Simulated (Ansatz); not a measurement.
Hf:

```
Hf
1.0
     3.19670    0.00000    0.00000
    -1.59835    2.76842    0.00000
     0.00000    0.00000    5.05780
Hf
2
Direct
  0.66667 0.33333 0.75000
  0.33333 0.66667 0.25000
```

Base run:

| Property | Result |
| --- | --- |
| Program | Ansatz 0.2.0 |
| Functional | PBE |
| Potentials or basis | Ansatz PAW |
| Cutoff | 420 eV (not typed: the program's choice for these potentials) |
| k mesh | 10 × 10 × 5 |
| Occupations | gaussian, width 0.05 eV |
| Spin | no spin polarisation |

Its results: band gap on the k mesh none (metal or under the smearing width); pressure 0.6 GPa.

**Question.** The run is repeated on the same cell with these changes: functional from PBE to RPBE; occupations from gaussian, width 0.05 eV to gaussian, width 0.02 eV. What comes out?

**Answer.** Band gap on the k mesh none (metal or under the smearing width); pressure 3.5 GPa.

Caveats: the PAW data sets come from PBE, with cores solved anew for the run's functional, which leaves a small shift of forces and pressure (some runs).
